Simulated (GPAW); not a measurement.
# Na (I4/mmm) in GPAW: convergence with smearing function

Aim: find how far smearing function must go before the results for Na settle, at LDA. This setting moves, with any that are tied to it; all else stays.

Program: GPAW 26.7.0. These are calculated values, not measurements. Logs are shortened: lines on timing, memory, paths and dates and some standing lists are left out, and cuts for length are marked. The log counts tension as positive stress, the text compression.

### 1 The structure

Symmetry: I4/mmm, No. 139, tetragonal system. Conventional cell: a = 3.777 Å, b = 3.777 Å, c = 5.275 Å, α = 90.00°, β = 90.00°, γ = 90.00°. Na (site symmetry 4/mmm) has 12 Na at 3.75 to 3.78 Å as nearest neighbours.

This isn't the form of Na at room conditions, which is bcc.

### 2 With smearing function fermi-dirac

The input, run.py:

```python
from ase import Atoms
from ase.dft.bandgap import bandgap
from ase.io import write
from ase.units import GPa
from gpaw import GPAW, PW

atoms = Atoms(['Na'],
              cell=[[-1.88829108, 1.88829108, 2.63727668],
                    [1.88829108, -1.88829108, 2.63727668],
                    [1.88829108, 1.88829108, -2.63727668]],
              scaled_positions=[[0.0, 0.0, 0.0]],
              pbc=True)

calc = GPAW(mode=PW(800),
            xc='LDA',
            kpts={'size': (8, 8, 8), 'gamma': True},
            occupations={'name': 'fermi-dirac', 'width': 0.1},
            nbands=10,
            convergence={'density': 1e-05, 'energy': 1e-05},
            maxiter=100,
            txt='gpaw.txt')
atoms.calc = calc
energy = atoms.get_potential_energy()
forces = atoms.get_forces()
stress = atoms.get_stress()
calc.write('gs.gpw')
write('result.traj', atoms)
print(f'Energy: {energy:.6f} eV')
print('Forces (eV/A):')
print(forces.round(4))
print('Stress (GPa):', (stress / GPa).round(3))
print('Fermi level:', round(calc.get_fermi_level(), 4), 'eV')
print(f'Gap: {bandgap(calc)[0]:.4f} eV, direct: {bandgap(calc, direct=True)[0]:.4f} eV')
```

Potentials or basis: the program's PAW data sets (release 1.2.1) made for this functional, pw.

Started as:

```console
$ OMP_NUM_THREADS=1 python run.py
```

gpaw.txt:

```text
__  _  _
 | _ |_)|_||  |
 |__||  | ||/\| - 26.7.0

Input parameters:
  mode=PW(ecut=800.0),
  convergence={'density': 1e-05, 'energy': 1e-05},
  kpts=MonkhorstPack(size=(8, 8, 8), gamma=True),
  maxiter=100,
  nbands=10,
  occupations=Occupations(name='fermi-dirac', width=0.1),
  xc=XC(name='LDA')

Diagonalizing LCAO Hamiltonian
Converting LCAO to pw mode

       Na

Atoms  # Å, Bohr magnetons
|   | symbol |        x |        y |        z |    initial magnetic moments |
|---|--------|----------|----------|----------|-----------------------------|
| 0 |     Na | 0.000000 | 0.000000 | 0.000000 | ( 0.0000,  0.0000,  0.0000) |

Unit cell  # Å
| periodic |         x |         y |         z |  lengths |     angles |
|----------|-----------|-----------|-----------|----------|------------|
|      yes | -1.888291 |  1.888291 |  2.637277 | 3.753201 | 119.587412 |
|      yes |  1.888291 | -1.888291 |  2.637277 | 3.753201 | 119.587412 |
|      yes |  1.888291 |  1.888291 | -2.637277 | 3.753201 |  90.716121 |

Number of symmetries: 16
Symmetry operations  # r_c * U_cc + t_c -> r_c
|    | kind |            matrix            |
|----|------|------------------------------|
|  0 |  σ   |  1, 1, 1,  0, 0,-1,  0,-1, 0 |
|  1 |  C4  |  1, 1, 1,  0, 0,-1, -1, 0, 0 |
|  2 |  E   |  1, 0, 0,  0, 1, 0,  0, 0, 1 |
|  3 |  σ   |  1, 0, 0,  0, 1, 0, -1,-1,-1 |
|  4 |  σ   |  0, 1, 0,  1, 0, 0,  0, 0, 1 |
|  5 |  C2  |  0, 1, 0,  1, 0, 0, -1,-1,-1 |
|  6 |  C2  |  0, 0, 1, -1,-1,-1,  1, 0, 0 |
|  7 |  S4  |  0, 0, 1, -1,-1,-1,  0, 1, 0 |
|  8 |  C4  |  0, 0,-1,  1, 1, 1,  0,-1, 0 |
|  9 |  σ   |  0, 0,-1,  1, 1, 1, -1, 0, 0 |
| 10 |  σ   |  0,-1, 0, -1, 0, 0,  1, 1, 1 |
| 11 |  C2  |  0,-1, 0, -1, 0, 0,  0, 0,-1 |
| 12 |  C2  | -1, 0, 0,  0,-1, 0,  1, 1, 1 |
| 13 |  i   | -1, 0, 0,  0,-1, 0,  0, 0,-1 |
| 14 |  S4  | -1,-1,-1,  0, 0, 1,  1, 0, 0 |
| 15 |  C2  | -1,-1,-1,  0, 0, 1,  0, 1, 0 |

BZ-sampling:
  Number of BZ points: 512
  Number of IBZ points: 59

  Monkhorst-Pack size: [8, 8, 8]
  Monkhorst-Pack shift: [0.0625, 0.0625, 0.0625]

K-points  # in reciprocal-cell coordinates
|     |                                coordinates |     weight |
|-----|--------------------------------------------|------------|
|   0 | (  0.00000000,   0.00000000,   0.00000000) | 0.00195312 |
|   1 | (  0.12500000,  -0.12500000,   0.00000000) | 0.00781250 |
|   2 | (  0.12500000,  -0.12500000,   0.12500000) | 0.00781250 |
|   3 | (  0.12500000,   0.00000000,   0.00000000) | 0.01562500 |
|   4 | (  0.12500000,   0.12500000,  -0.12500000) | 0.00390625 |
|   5 | (  0.25000000,  -0.25000000,   0.00000000) | 0.00781250 |
|   6 | (  0.25000000,  -0.25000000,   0.12500000) | 0.01562500 |
|   7 | (  0.25000000,  -0.25000000,   0.25000000) | 0.00781250 |
|   8 | (  0.25000000,  -0.12500000,   0.00000000) | 0.03125000 |
|   9 | (  0.25000000,  -0.12500000,   0.12500000) | 0.01562500 |
| ... |                                            |            |
|  58 | (  0.50000000,   0.50000000,   0.50000000) | 0.00195312 |

Plane wave coefficients: 1952
Cutoff: 800.0 eV

Spin-components: 1 (collinear spins)
Bands:           10
Projectors:      5
Spin-degeneracy: 2
Datatype:        complex128

Parallelization:
  kpt:    1
  domain: 1
  band:   1

Density:
  Valence electrons: 7.0
  Components: 1
  Grid points: [25 25 25]
  Charge: 0.0  # |e|

Potential:
  Grid points: [25 25 25]

species:
  Na:
    name:    Sodium
    Z:       11.0
    valence: 7
    core:    4
    charge:  0.0  # [|e|]
    compensation charges:
      type: gauss
      rc: 0.37  # [Å]
      lmax: 2
    cutoffs:
      filter: 2.17  # [Å]
      core: 2.59  # [Å]
    projectors
    | kind |    occ | energy [eV] | rcut [Å] |
    |------|--------|-------------|----------|
    |   3s |  1.000 |      -2.819 |    1.201 |
    |   2p |  6.000 |     -28.826 |    1.217 |
    |   3p |  0.000 |      -0.774 |    1.217 |
    |    s |        |      24.392 |    1.201 |
    |    d |        |       0.000 |    1.238 |

    Using partial waves for Na as LCAO basis

Reference energy: -4398.708544  # eV

eigensolver:
  PPCG
  Converge bands: occupied
  niter=2

density mixing:
  MSR1-Mixer
  Pratt-step length: 0.05
  Maximum mixing coefficient: 0.75
  Old densities: 10
  SVD Regularization: 0.005
  Good broyden scale: 1.0
  Trust region scale: 1.0
  Backstep threshold: 4.0
  History deletion threshold: 6.0
  Fourier metric: weight=20.0, sigma=0.015

occupation numbers:
  Fermi-Dirac:
    width: 0.1000  # eV

poisson solver:
  ecut: 6400.0  # eV

xc functional:
  name: None

convergence criteria:
- Maximum integral of absolute [dens]ity change: 1e-05 electrons / valence electron
- Maximum [total energy] change in last 3 cyles: 1e-05 eV / valence electron
- Maximum integral of absolute [eigenst]ate change: 4e-08 eV^2 / valence electron
maximum number of iterations: 100

SCF iterations
|iter     | |      energy | eigst |  dens |
|---------|-|-------------|-------|-------|
|iter:   1| |   -1.465677 | -0.63 |       |
|iter:   2| |   -1.465028 | -3.18 | -1.69 |
|iter:   3| |   -1.459275 | -3.90 | -1.71 |
|iter:   4| |   -1.458967 | -4.59 | -2.21 |
|iter:   5| |   -1.458959 | -6.20 | -3.17 |
|iter:   6| |   -1.458959c| -7.71c| -3.76 |
|iter:   7| |   -1.458959c| -7.76c| -4.36 |
|iter:   8| |   -1.458959c| -9.01c| -5.75c|

Converged in 8 steps
Energy contributions relative to reference atoms: (reference = -4398.708544)

Energy contributions:
  Kinetic:           0.879782
  Coulomb:          -0.784815
  Zero:             -0.040574
  External:          0.000000
  Xc:               -1.505345
  Entropy:          -0.016014
  Spinorbit:         0.000000
  ----------------------------
  Free energy:      -1.466966
  Extrapolated:     -1.458959

dipole moment: (-1.784794, -1.784794, -2.492728)  # |e|*Ang

Fermi level: -0.015
Eigenvalues  # (at kpt = [0.000, 0.000, 0.000])
| band index |      eig [eV] | occ [0-2] |
|------------|---------------|-----------|
|          0 |       -24.930 |     2.000 |
|          1 |       -24.930 |     2.000 |
|          2 |       -24.930 |     2.000 |
|          3 |        -3.193 |     2.000 |
|          4 |        11.001 |     0.000 |
|          5 |        11.001 |     0.000 |
|          6 |        11.048 |     0.000 |
|          7 |        12.521 |     0.000 |
|          8 |        12.527 |     0.000 |
|          9 |        12.528 |     0.000 |

No gap
No difference between direct/indirect transitions

Forces  # eV/Ang
|       x |        y |       z |
|---------|----------|---------|
| 0.00000 | -0.00000 | 0.00000 |  # Na   0

Stress tensor  # eV/Ang^3
|        x |        y |        z |
|----------|----------|----------|
| 0.005312 | 0.000000 | 0.000000 |
| 0.000000 | 0.005312 | 0.000000 |
| 0.000000 | 0.000000 | 0.005172 |

# Writing to gs.gpw (mode='')
```

Run time: 9.2 s. Hardware: 1 thread of AMD EPYC 7B13 (Zen 3), shared host; peak memory 0.17 GiB.

What came out:

```yaml
Free_energy: -1.4670 eV
Pressure: -0.8 GPa
Band_gap_on_the_k_mesh: none (metal or under the smearing width)
```

### 3 With smearing function gaussian

Changes to run.py since step 2:

```diff
@@ -16,3 +16,3 @@
             kpts={'size': (8, 8, 8), 'gamma': True},
-            occupations={'name': 'fermi-dirac', 'width': 0.1},
+            occupations={'name': 'methfessel-paxton', 'order': 0, 'width': 0.1},
             nbands=10,
```

Potentials or basis: the program's PAW data sets (release 1.2.1) made for this functional, pw.

Started as:

```console
$ OMP_NUM_THREADS=1 python run.py
```

Wall time 9 s (1 thread of AMD EPYC 7B13 (Zen 3), shared host); peak memory 0.17 GiB.

The run converged. Its results:

```
Free energy            : -1.4608 eV
Pressure               : -0.9 GPa
Band gap on the k mesh : none (metal or under the smearing width)
```

### 4 With smearing function marzari-vanderbilt

Changes to run.py since step 3:

```diff
@@ -16,3 +16,3 @@
             kpts={'size': (8, 8, 8), 'gamma': True},
-            occupations={'name': 'methfessel-paxton', 'order': 0, 'width': 0.1},
+            occupations={'name': 'marzari-vanderbilt', 'width': 0.1},
             nbands=10,
```

Started as:

```console
$ OMP_NUM_THREADS=1 python run.py
```

It took 9.2 s on 1 thread of AMD EPYC 7B13 (Zen 3), shared host; peak memory 0.17 GiB.

The run converged. Its results:

```
Free energy            : -1.4584 eV
Pressure               : -0.9 GPa
Band gap on the k mesh : none (metal or under the smearing width)
```

### 5 With smearing function methfessel-paxton

Changes to run.py since step 4:

```diff
@@ -16,3 +16,3 @@
             kpts={'size': (8, 8, 8), 'gamma': True},
-            occupations={'name': 'marzari-vanderbilt', 'width': 0.1},
+            occupations={'name': 'methfessel-paxton', 'width': 0.1},
             nbands=10,
```

Started as:

```console
$ OMP_NUM_THREADS=1 python run.py
```

Wall time 9.1 s (1 thread of AMD EPYC 7B13 (Zen 3), shared host); peak memory 0.17 GiB.

Results (log left out):

```
Free energy            : -1.4608 eV
Pressure               : -0.9 GPa
Band gap on the k mesh : none (metal or under the smearing width)
```

### 6 With smearing function tetrahedron-method

Changes to run.py since step 5:

```diff
@@ -16,3 +16,3 @@
             kpts={'size': (8, 8, 8), 'gamma': True},
-            occupations={'name': 'methfessel-paxton', 'width': 0.1},
+            occupations={'name': 'tetrahedron-method'},
             nbands=10,
```

Potentials or basis: the program's PAW data sets (release 1.2.1) made for this functional, pw.

Started as:

```console
$ OMP_NUM_THREADS=1 python run.py
```

Wall time 9.3 s (1 thread of AMD EPYC 7B13 (Zen 3), shared host); peak memory 0.17 GiB.

The run converged. Its results:

* Free energy: -1.3826 eV
* Pressure: -0.7 GPa
* Band gap on the k mesh: none (metal or under the smearing width)

### 7 With smearing function improved-tetrahedron-method

Changes to run.py since step 6:

```diff
@@ -16,3 +16,3 @@
             kpts={'size': (8, 8, 8), 'gamma': True},
-            occupations={'name': 'tetrahedron-method'},
+            occupations={'name': 'improved-tetrahedron-method'},
             nbands=10,
```

Started as:

```console
$ OMP_NUM_THREADS=1 python run.py
```

Run time: 9.2 s. Hardware: 1 thread of AMD EPYC 7B13 (Zen 3), shared host; peak memory 0.17 GiB.

Results (log left out):

```
Free energy            : -1.4632 eV
Pressure               : -0.9 GPa
Band gap on the k mesh : none (metal or under the smearing width)
```

### 8 Summary

```tsv
smearing function	energy less the tightest run, at zero smearing (meV/atom)	pressure (GPa)	SCF cycles	CPU time (s)	peak memory (GiB)
fermi-dirac	4.21	-0.84	8	9.2	0.17
gaussian	3.13	-0.86	8	8.9	0.17
marzari-vanderbilt	4.74	-0.87	8	9.2	0.17
methfessel-paxton	3.13	-0.86	8	9.1	0.17
tetrahedron-method	80.61	-0.68	8	9.3	0.17
improved-tetrahedron-method	0.00	-0.86	8	9.2	0.17
```

Not settled before the last step: the energy (to 1 meV/atom), the pressure (to 0.1 GPa). Narrower smearing needs a denser k mesh, so at a fixed mesh the narrowest width isn't the most accurate. The tightest run that finished is the yardstick and may itself not be fully converged.
